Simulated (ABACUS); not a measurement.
Crystal: Mo.

```xyz
1
Lattice="-1.5838 1.5838 1.5838 1.5838 -1.5838 1.5838 1.5838 1.5838 -1.5838" Properties=species:S:1:pos:R:3 pbc="T T T"
Mo    0.0000    0.0000    0.0000
```

```yaml
Program: ABACUS 3.10.1
Task: relaxation of cell and atoms
Functional: TPSS
Potentials_or_basis: SG15 ONCV 1.2 PBE
Cutoff: 1279 eV
Density_cutoff: 5116 eV
Basis: plane waves
k_mesh: 8 × 8 × 8
Occupations: fermi-dirac, width 0.05 eV
Spin: no spin polarisation
```

At the start: pressure -4.0 GPa; volume 15.89 Å³/atom.

Q: How do energy, volume and symmetry change on relaxing?

A: Over 6 steps the energy falls by 3.0 meV/atom and the volume is 15.65 Å³/atom (-1.5 %); space group Im-3m (No. 229, to 0.05 Å).

Step by step:
| step | energy change (eV) | largest force (eV/Å) | pressure (GPa) | volume (Å³) |
| --- | --- | --- | --- | --- |
| 1 | 0.0000 | 0.0000 | -4.01 | 15.89 |
| 2 | 0.0245 | 0.0000 | 13.28 | 14.96 |
| 3 | -0.0030 | 0.0000 | -0.04 | 15.66 |
| 4 | -0.0030 | 0.0000 | -0.03 | 15.65 |
| 5 | -0.0030 | 0.0000 | -0.04 | 15.65 |
| 6 | -0.0030 | 0.0000 | -0.02 | 15.65 |

Final structure:
```xyz
1
Lattice="-1.5758 1.5758 1.5758 1.5758 -1.5758 1.5758 1.5758 1.5758 -1.5758" Properties=species:S:1:pos:R:3 pbc="T T T"
Mo    0.0000    0.0000    0.0000
```

Caveat: the potentials were made for another functional, which shifts forces and pressure.
